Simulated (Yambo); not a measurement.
The system is BAs.

```xyz
2
Lattice="0.0000 2.3885 2.3885 2.3885 0.0000 2.3885 2.3885 2.3885 0.0000" Properties=species:S:1:pos:R:3 pbc="T T T"
As    3.5827    3.5827    3.5827
B     0.0000    0.0000    0.0000
```

Base run:

| Item | Value |
| --- | --- |
| Program | Yambo 5.3.0 |
| Functional | PBEsol |
| Potentials or basis | PseudoDojo 0.4.1 SR PBEsol standard |
| Cutoff | 1143 eV |
| Density cutoff | 4572 eV |
| k mesh | 6 × 6 × 6 |
| Occupations | fixed |
| Spin | no spin polarisation |

Its results: band gap on the k mesh, mean-field level 1.20 eV, indirect (least direct gap 3.26 eV).

**Question.** The run is repeated on the same cell with these changes: functional from PBEsol to PBE; potentials or basis from PseudoDojo 0.4.1 SR PBEsol standard to PseudoDojo 0.4.1 SR PBE standard. What comes out?

**Answer.** Band gap on the k mesh, mean-field level 1.29 eV, indirect (least direct gap 3.29 eV).

Caveats: this k mesh misses the band edges, so its gaps are larger than the crystal's.
